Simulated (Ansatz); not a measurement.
Runs of Ansatz 0.2.0 on Sr. Symmetry: I4_1/amd, No. 141, tetragonal system. The conventional cell has a = 7.413 Å, b = 7.413 Å, c = 4.042 Å, α = 90.00°, β = 90.00°, γ = 90.00°. Sr (site symmetry -4m2) has 6 Sr at 3.84 to 4.04 Å as nearest neighbours. This isn't the form of Sr at room conditions, which is fcc.

| task | level | cell | cutoff (eV) | smearing | gap on the mesh (eV) | pressure (GPa) |
| --- | --- | --- | --- | --- | --- | --- |
| single point | LDA | as given | 94 | gaussian 0.1 eV | none | (a) |
| density of states | LDA+D4 | as given | 94 | methfessel-paxton 0.1 eV | none | -1.6 |
| relaxation of the atoms | LDA | atoms relaxed from: atoms moved at random, drawn with an rms of 0.1 Å | - | methfessel-paxton 0.1 eV | - | -1.3 |
| relaxation of cell and atoms | BLYP+D4 | relaxed | - | methfessel-paxton 0.1 eV | - | 0.0 |

Alike in all rows: potentials or basis all-electron LAPW, scalar-relativistic; no spin polarisation; k mesh 8 × 8 × 8; basis error allowed 0.001 eV/atom.

Q: Fill in the values left out.

A: (a) -1.2.

Caveats: pairwise dispersion overbinds metals, which lowers pressure and volume (some runs).

A k mesh can miss the band edges, and the runs leave out spin-orbit coupling on Sr.

A gap of «none» marks a metal or a gap under the smearing width.

Not every run made on this cell is shown here.
